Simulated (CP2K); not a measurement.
Zn:

```
Zn
1.0
     2.71765    0.00000    0.00000
    -0.90588    2.56223    0.00000
    -0.90588   -1.28111    2.21895
Zn
1
Cartesian
  0.0000 0.0000 0.0000
```

This isn't the form of Zn at room conditions, which is hcp.

```yaml
Program: CP2K 2026.2
Task: single point
Functional: PBE
Potentials_or_basis: POTENTIAL_UZH Zn GTH-PBE-q12; TZVP-MOLOPT-PBE-GTH basis
Density_cutoff: 6123 eV
k_mesh: 12 × 12 × 12
Occupations: fermi-dirac, width 0.05 eV
Spin: no spin polarisation
```

On this cell: pressure -0.1 GPa; band gap on the k mesh none (metal or under the smearing width).

The same run follows on a disturbed copy (cell strained at random at fixed volume):

```xyz
1
Lattice="2.6651 0.0000 0.0000 -0.9167 2.5744 0.0000 -0.8329 -1.4850 2.2520" Properties=species:S:1:pos:R:3 pbc="T T T"
Zn    0.0479   -0.0283    0.0246
```

**Question.** What changes?

**Answer.** The energy (extrapolated to zero smearing) moves by -7.0 meV/atom; pressure 0.4 GPa; band gap on the k mesh none (metal or under the smearing width).

Stress tensor (GPa, compression positive):
```
-0.97  0.29  0.38
 0.29  1.59 -1.12
 0.38 -1.12  0.65
```

The energy falls, though the first cell shows no forces: that form is unstable against this distortion, unless noise or another electronic state is at work.

Caveats: the basis of atomic orbitals isn't converged, which shifts pressures, moduli and gaps.
